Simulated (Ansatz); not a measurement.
# SnTe (F-43m): following an unstable mode

Wanted: the energy along a soft mode of SnTe (F-43m) and the structure at the end.

Main program and level: Ansatz 0.2.0; DFT PBEsol, scalar-relativistic, plane waves, PAW; PAW set soft_1.

This is a report of a sequence of runs, with most program output left out.

## (1) The starting structure

It takes space group F-43m (No. 216, cubic). Conventional cell: a = 7.083 Å, b = 7.083 Å, c = 7.083 Å, α = 90.00°, β = 90.00°, γ = 90.00°. Nearest to Sn lie 4 Te at 3.07 Å. Nearest to Te lie 4 Sn at 3.07 Å. Farther neighbours and most contacts between anions are not listed.

Coordinates:

```cif
data_structure
_symmetry_space_group_name_H-M 'P 1'
_symmetry_Int_Tables_number 1
_cell_length_a 5.0087
_cell_length_b 5.0087
_cell_length_c 5.0087
_cell_angle_alpha 60.000
_cell_angle_beta 60.000
_cell_angle_gamma 60.000
_cell_volume 88.85
loop_
_atom_site_label
_atom_site_type_symbol
_atom_site_fract_x
_atom_site_fract_y
_atom_site_fract_z
_atom_site_occupancy
Sn1 Sn 0.00000 0.00000 0.00000 1
Te2 Te 0.75000 0.75000 0.75000 1
```

## (2) Phonons on a q mesh

The cell comes from relaxations at this level that are not shown. Stability and thermal properties need the whole zone. Linear response on a 4×4×4 q mesh gives force constants as far as a supercell of that size would.

Input file input.yaml:

```yaml
crystal:
  lattice:
    - [0.0, 3.5416960247, 3.5416960247]
    - [3.5416960247, 0.0, 3.5416960247]
    - [3.5416960247, 3.5416960247, 0.0]
  atoms:
    - { symbol: Sn, position: [0.0, 0.0, 0.0] }
    - { symbol: Te, position: [0.75, 0.75, 0.75] }
kpoints:
  mp_grid: { grid: [12, 12, 12] }
hamiltonian:
  xc: pbesol
  pseudopotentials: { kind: paw, azcp: { folder: soft_1 }, xc_functional: pbe }
scf:
  occupations: { method: methfessel_paxton, width: 0.2 }
output:
  eigenvalues: true
phonons:
  method: dfpt
  qmesh: [4, 4, 4]
  temperatures: { t_max: 1000, t_step: 50 }
  qpath:
    path:
      - [[0.0, 0.0, 0.0], [-0.5, -0.5, 0.0], [-0.375, -0.375, 0.25]]
      - [[-0.375, 0.0, 0.375], [0.0, 0.0, 0.0], [0.0, 0.0, 0.5], [-0.5, -0.25, 0.25], [-0.5, -0.5, 0.0]]
    npoints: 10
```

Launch:

```console
> ansatz run input.yaml --threads 4 --pin off --max-ram 10240MiB --backend cpu --events-out ev --progress --plain --runs-dir out
```

Wall time 7.4 min (4 threads of Intel Xeon 6975P-C (Granite Rapids), shared host); peak memory 6 GiB.

Numbers from this step:

- volume per atom: 44.43 Å³
- gap on the k-mesh: 0 eV
- sum-rule residual before enforcement: 4.93e-5 eV/Å²
- lowest frequency on the path: -37.36 cm⁻¹
- point group: -43m
- highest frequency on the path or at a solved wavevector: 119.6 cm⁻¹
- highest optical mode at the zone centre (no LO-TO term): 108.4 cm⁻¹
- lowest optical zone-centre mode: 108.4 cm⁻¹
- lowest mode on the q mesh (acoustic modes at Γ apart): -36.09 cm⁻¹

Frequencies (cm⁻¹) solved at each irreducible wavevector; negative means imaginary. Frequencies by wavevector, by row:

```csv
q in reciprocal lattice units,star,mode 1,mode 2,mode 3,mode 4,mode 5,mode 6
0 0 0,1,0,0,0,108.4,108.4,108.4
0 0 0.25,8,-15.3,-15.3,33.7,106.6,106.6,118.7
0 0 -0.5,4,-14.7,-14.7,60.3,105.5,105.5,116.4
0 0.25 0.25,6,-34.7,-34.7,53.8,97.7,97.7,116.3
0 0.25 -0.5,24,-25.9,-25.6,74.6,94.1,94.8,110.2
0 0.25 -0.25,12,-33.2,-14.7,60.9,98.8,102.7,111.7
0 -0.5 -0.5,3,-36.1,-36.1,79.3,79.3,88.6,90.5
0.25 -0.5 -0.25,6,-35.6,-8.3,83.3,88.9,91.4,101.4
```

Interpolated from a 4×4×4 q mesh. Phonon branches along the path, in cm⁻¹:

```csv
point,branch 1,branch 2,branch 3,branch 4,branch 5,branch 6
Γ,0,0,0,108,108,108
halfway,-35,-35,54,98,98,116
X,-36,-36,79,79,89,90
halfway,-33,-32,81,83,89,95
U,-29,-24,82,90,90,103
jump to K,-29,-24,82,90,90,103
halfway,-31,-11,45,103,106,115
Γ,0,0,0,108,108,108
halfway,-15,-15,34,107,107,119
L,-15,-15,60,106,106,116
halfway,-28,-15,74,96,100,111
W,-36,-8,83,89,91,101
halfway,-35,-23,81,86,90,97
X,-36,-36,79,79,89,90
```

Symmetry leaves 8 wavevectors to solve. The lowest mode among them, the acoustic zeros apart, lies at q = (0, -0.5, -0.5) and is imaginary, 36.1i cm⁻¹, so the energy falls along it.

## (3) The mode frozen in, largest atomic shift 0 Å

The mode followed lies at q = (0.25, -0.5, -0.25) with frequency 35.6i cm⁻¹, one of the unstable modes though not the softest. At small amplitude the distorted cell has space group no. 121 by a symmetry search on the positions. The undistorted cell that holds it gives the zero of energy on the same k mesh.

System of this step: SnTe. The structure is cubic, space group F-43m (No. 216). Conventional cell: a = 7.083 Å, b = 7.083 Å, c = 7.083 Å, α = 90.00°, β = 90.00°, γ = 90.00°. Nearest to Sn lie 4 Te at 3.07 Å. Te has 4 Sn at 3.07 Å nearest. Farther neighbours and most contacts between anions are not listed.

input.yaml, the sections that differ from step 2:

```yaml
crystal:
  lattice:
    - [0.0, 0.0, -7.0833920494]
    - [7.0833920494, 0.0, 0.0]
    - [3.5416960247, -7.0833920494, -3.5416960247]
  atoms:
    - { symbol: Sn, position: [0.75, 0.25, 0.5] }
    - { symbol: Sn, position: [0.25, 0.75, 0.5] }
    - { symbol: Sn, position: [0.5, 0.5, 0.0] }
    - { symbol: Sn, position: [0.0, 0.0, 0.0] }
    - { symbol: Te, position: [0.375, 0.375, 0.75] }
    - { symbol: Te, position: [0.875, 0.875, 0.75] }
    - { symbol: Te, position: [0.125, 0.625, 0.25] }
    - { symbol: Te, position: [0.625, 0.125, 0.25] }
kpoints:
  mp_grid: { grid: [6, 6, 6] }
output:
  forces: true
  stress: true
  eigenvalues: true
# hamiltonian, scf: as in step 2
# phonons: removed
```

The job ended after 8 s (4 threads; peak memory 1.1 GiB; 31 s of CPU time).

Numbers from this step:

| Property | Result |
| --- | --- |
| pressure | -0.004831 GPa |
| energy from the undistorted cell | 0 meV/atom |

The run ends at a pressure of 0.00 GPa.

## (4) The mode frozen in, largest atomic shift 0.6 Å

The atoms are moved along the unstable eigenvector, the largest shift by 0.6 Å, with the cell fixed.

input.yaml, the sections that differ from step 3:

```yaml
crystal:
  lattice:
    - [0.0, 0.0, -7.0833920494]
    - [7.0833920494, 0.0, 0.0]
    - [3.5416960247, -7.0833920494, -3.5416960247]
  atoms:
    - { symbol: Sn, position: [0.7734288732, 0.2734288732, 0.5] }
    - { symbol: Sn, position: [0.2265711268, 0.7265711268, 0.5] }
    - { symbol: Sn, position: [0.5234288732, 0.4765711268, 0.0] }
    - { symbol: Sn, position: [-0.0234288732, 0.0234288732, 0.0] }
    - { symbol: Te, position: [0.375, 0.375, 0.75] }
    - { symbol: Te, position: [0.875, 0.875, 0.75] }
    - { symbol: Te, position: [0.1673525901, 0.6673525901, 0.1652948198] }
    - { symbol: Te, position: [0.5826474099, 0.0826474099, 0.3347051802] }
# kpoints, hamiltonian, scf, output: as in step 3
```

It took 8.6 s on 4 threads; peak memory 1.1 GiB; 33 s of CPU time.

Numbers from this step:

| Property | Result |
| --- | --- |
| pressure | -1.080 GPa |
| energy from the undistorted cell | -13.06 meV/atom |

The energy, extrapolated to zero smearing, is -13.06 meV/atom against the undistorted cell.

The run ends at a pressure of -1.08 GPa, with forces up to 0.12 eV/Å.

## (5) Energy along the mode, all amplitudes (two of the runs are shown above)

An imaginary frequency means negative curvature, so the energy should fall and then rise again as anharmonic terms take over.

Numbers from this step:

```
depth at the lowest point sampled  : 13.06 meV/atom
largest atomic shift at that point : 0.6 Å
```

Energy from the parent against largest atomic shift:

```csv
largest atomic shift (Å),energy from the parent (meV/atom)
0.000,0
0.040,-0.149
0.080,-0.59
0.140,-1.76
0.220,-4.10
0.320,-7.75
0.450,-12.0
0.600,-13.1
```

Displacement at unit largest shift by atom:

```csv
atom,x (Å),y (Å),z (Å),size
Sn1,0.28,0.00,-0.28,0.39
Sn2,-0.28,0.00,0.28,0.39
Sn3,-0.28,0.00,-0.28,0.39
Sn4,0.28,0.00,0.28,0.39
Te5,0.00,0.00,0.00,0.00
Te6,0.00,0.00,0.00,0.00
Te7,0.00,1.00,0.00,1.00
Te8,0.00,-1.00,0.00,1.00
```

The lowest of the steps tried is the last one, at 0.6 Å, 13.1 meV/atom below the parent; the bottom of the well need not coincide with a step.

## (6) Relaxation from the frozen mode

Starting from the lowest point found, all atoms and the cell are let go, so that strain and other modes of the same symmetry can join in.

Changes to input.yaml since step 4:

```diff
@@ -25 +25,6 @@
   eigenvalues: true
+relax:
+  adjacent_minimum: "off"
+  f_tol: 0.002
+  max_steps: 120
+  cell: { stress_tol: 0.03 }
```

It took 2.2 min on 4 threads; peak memory 1.2 GiB; 8.5 min of CPU time.

Relaxation path:

```csv
step,energy less that of the first step (eV),largest force component (eV/Å),pressure (GPa),volume (Å³)
1,0.0000,0.0881,-1.08,355.41
2,-0.0801,0.0859,0.26,338.24
3,-0.1596,0.0933,0.40,329.41
4,-0.2762,0.0888,0.50,320.24
5,-0.5252,0.0278,0.05,311.57
6,-0.7261,0.1476,1.05,293.07
7,-0.7985,0.1261,0.14,295.94
8,-0.8040,0.0624,0.12,296.64
9,-0.8067,0.0184,0.00,298.12
10,-0.8065,0.0107,-0.04,299.86
11,-0.8071,0.0012,0.01,298.69
12*,-0.8168,0.0012,0.08,298.69
13,-0.8183,0.0067,0.02,299.09
14,-0.8184,0.0046,-0.01,299.23
15,-0.8184,0.0003,0.00,299.21
16*,-0.8184,0.0003,0.00,299.21
```

Relaxation steps marked * repeat the geometry before them on a plane-wave basis chosen anew for their cell, so energy and pressure can jump there. Relaxation step 10 was tried and not accepted.

Forces are held to the 8 operations that the run works with; a distortion that breaks them can't arise in this run.

```csv
cell as run,before,after,change
a (Å),7.083,5.949,-16.0 %
b (Å),7.083,5.949,-16.0 %
c (Å),8.675,9.443,+8.9 %
α (°),65.91,71.64,+8.7 %
β (°),65.91,71.64,+8.7 %
volume (Å³/atom),44.43,37.40,-15.8 %
```

The atoms that moved most (Å, as changes of fractional coordinates times the final cell):

```csv
atom,dx,dy,dz,length
Sn4,0.177,0.066,0.177,0.259
Sn1,0.177,-0.066,-0.177,0.259
Sn2,-0.177,-0.066,0.177,0.259
Sn3,-0.177,0.066,-0.177,0.259
Te7,0.000,0.122,0.000,0.122
Te8,0.000,-0.122,0.000,0.122
```

Numbers from this step:

- pressure: 3.69e-4 GPa
- volume per atom: 37.40 Å³

The distorted start has space group I-42m; the relaxation ends in I-42m.

## (7) The new phase in its own primitive cell

The relaxed structure is symmetrised, reduced to its primitive cell and relaxed tightly, as its phonons need.

input.yaml, the sections that differ from step 6:

```yaml
crystal:
  lattice:
    - [-2.9744481039, 2.9744481039, 8.4547191015]
    - [2.9744481039, -2.9744481039, 8.4547191015]
    - [2.9744481039, 2.9744481039, -8.4547191015]
  atoms:
    - { symbol: Sn, position: [0.1820671516, 0.5757843199, 0.0] }
    - { symbol: Sn, position: [0.5757843199, 0.1820671516, 0.0] }
    - { symbol: Sn, position: [0.4242156801, 0.4242156801, 0.6062828317] }
    - { symbol: Sn, position: [0.8179328484, 0.8179328484, 0.3937171683] }
    - { symbol: Te, position: [0.0, 0.5, 0.5] }
    - { symbol: Te, position: [0.5, 0.0, 0.5] }
    - { symbol: Te, position: [0.2004089552, 0.2004089552, 0.0] }
    - { symbol: Te, position: [0.7995910448, 0.7995910448, 0.0] }
kpoints:
  mp_grid: { grid: [8, 8, 8] }
relax:
  adjacent_minimum: "off"
  f_tol: 0.001
  max_steps: 60
  cell: { stress_tol: 0.01 }
# hamiltonian, scf, output: as in step 6
```

Elapsed: 57 s, on 4 threads; peak memory 1.3 GiB; 3.7 min of CPU time.

Little changed from the start: no atom moved by 0.005 Å and no cell edge by 0.1 %.

Numbers from this step:

```yaml
pressure: 9.43e-5 GPa
volume_per_atom: 37.39 Å³
```

The largest force component left is 0.47 meV/Å and the pressure is 0.000 GPa, within the tolerances set. The cell now holds 37.39 Å³/atom.

## (8) The phases reached

The phases reached along the modes that were followed are set side by side.

Energies are those of the first relaxation, on the mesh of the frozen mode; space group, volume and gap are those of the last relaxation. Phases, by row:

```csv
mode frozen in,space group,energy from parent (meV/atom),volume (Å³/atom),gap on mesh (eV),lowest zone-centre optical mode (cm⁻¹),largest shift (Å)
parent,F-43m,0,44.43,0,–,–
"q = (0, -0.5, -0.5), 36i cm⁻¹",P-6m2,-233.4,30.74,0,-45.6,1.078
"q = (0, -0.5, -0.5), 36i cm⁻¹",P6_3/mmc,-298.7,31.46,0,13.1,1.082
"q = (0, -0.5, -0.5), 36i cm⁻¹",P6_3/mmc,-298.7,31.46,0,12.8,1.083
"q = (0.25, -0.5, -0.25), 36i cm⁻¹",I-42m,-115.2,37.39,0,–,0.839
```

## (9) Outcome

```
unstable mode of the parent                                                      : q = (0.25, -0.5, -0.25), 36i cm⁻¹
depth at the lowest point sampled                                                : 13.1 meV/atom
largest atomic shift at that point                                               : 0.6 Å
space group reached (within 0.01 Å)                                              : I-42m
energy gained over the parent (first relaxation, on the mesh of the frozen mode) : 115 meV/atom
volume per atom, phase reached                                                   : 37.4 Å³
```

In words: Along this mode the structure falls into I-42m, 115 meV/atom below the parent. At the parent's cell the well is 13.06 meV/atom deep on the steps tried, with its lowest point at a shift of 0.6 Å. That is the last step tried, so the steps alone don't bracket the bottom of the well. Relaxing atoms and cell changes the gain by +102.19 meV/atom against the lowest step (energies at zero smearing). Most of the total comes from this relaxation. The modes of the phase reached were not computed on this path. Of the 4 patterns followed to their end from this parent, this one ends 183 meV/atom above the lowest, P6_3/mmc. Each path keeps the symmetry of its pattern, so a lower phase may lie along a pattern not tried. Where the functional closes the gap at Γ, the partly filled states at that one point of a Γ-centred mesh soften the zone-centre modes by up to a few per cent. With no gap, or one that is small against the smearing, the frequencies hang on the k mesh and the smearing, most of all near Kohn anomalies. A semilocal functional can close a gap that the real compound would have, so the metallic treatment may be an artefact of the level. Spin-orbit coupling is left out, which can matter for the heavy elements here. The PAW files were made for PBE and serve the other functionals too. A phonon run warned that its eigensolver left some bands unconverged in a pass.

[Logs are printed without paths, hosts, clocks, repeated set-up lines and the standing remarks that a program may print on its own settings, such as how far it seeks lower states.]

[Hosts, paths, dates, database ids (printed as entryN), source tags and the programs' standing remarks are cut or masked in the printed files.]
